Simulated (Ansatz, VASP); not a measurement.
## Two plane-wave programs on CaB6

The input INCAR:

```
PREC = Accurate ; ENCUT = 520
EDIFF = 1E-7 ; ISMEAR = -1
SIGMA = 0.05 ; LREAL = F
LASPH = T ; NELM = 60
ALGO = Normal ; ISIF = 2
LWAVE = F ; LCHARG = F
GGA = PE ; NBANDS = 23
```

The input KPOINTS:

```
regular mesh
0
Gamma
  6 6 6
```

POSCAR

```
CaB6
1.0
    4.1450000000      0.0000000000      0.0000000000
    0.0000000000      4.1450000000      0.0000000000
    0.0000000000      0.0000000000      4.1450000000
Ca B
1 6
Direct
    0.5000000000      0.5000000000      0.5000000000
    0.0000000000      0.0000000000      0.2930000000
    0.0000000000      0.0000000000      0.7070000000
    0.2930000000      0.0000000000      0.0000000000
    0.7070000000      0.0000000000      0.0000000000
    0.0000000000      0.2930000000      0.0000000000
    0.0000000000      0.7070000000      0.0000000000
```

Input for Ansatz:

```yaml
crystal:
  lattice:
    - [4.145, 0.0, 0.0]
    - [0.0, 4.145, 0.0]
    - [0.0, 0.0, 4.145]
  atoms:
    - { symbol: Ca, position: [0.5, 0.5, 0.5] }
    - { symbol: B, position: [0.0, 0.0, 0.293] }
    - { symbol: B, position: [0.0, 0.0, 0.707] }
    - { symbol: B, position: [0.293, 0.0, 0.0] }
    - { symbol: B, position: [0.707, 0.0, 0.0] }
    - { symbol: B, position: [0.0, 0.293, 0.0] }
    - { symbol: B, position: [0.0, 0.707, 0.0] }
hamiltonian:
  xc: pbe
  pseudopotentials: { kind: paw }
basis:
  ecutwfc: 420
kpoints:
  mp_grid: { grid: [6, 6, 6] }
scf:
  occupations: { method: fermi_dirac, width: 0.05 }
  lower_state_search: "off"
output:
  forces: true
  stress: true
  write_density: true
  write_potential: true
  elf: true
  volumetric_format: npy
```

Alike in both runs: task single point; functional PBE; k mesh 6 × 6 × 6; occupations fermi-dirac, width 0.05 eV; no spin polarisation.

|  | VASP | Ansatz |
| --- | --- | --- |
| version | VASP 6.6.1 | Ansatz 0.2.0 |
| potentials or method | VASP PAW PBE potentials, release 64 (Ca_sv, B) | PAW, plane waves, scalar-relativistic |
| plane-wave cutoff (eV) | 520 | 420 |
| valence electrons in the cell | 28 | 28 |

Ansatz gave:

```
pressure (GPa)                     : 2.2
rms of the force components (eV/Å) : 0.736
```

**Question.** Estimate VASP's values.

**Answer.** Pressure (GPa): 2.3; rms of the force components (eV/Å): 0.751.

Atom by atom the forces differ by 0.015 eV/Å (rms over components). With one functional, cell and mesh, what is left measures potentials, basis and numerics.

Caveats: forces of over 1 eV/Å show positions far from the minimum, so gaps and moduli don't describe the material at rest.
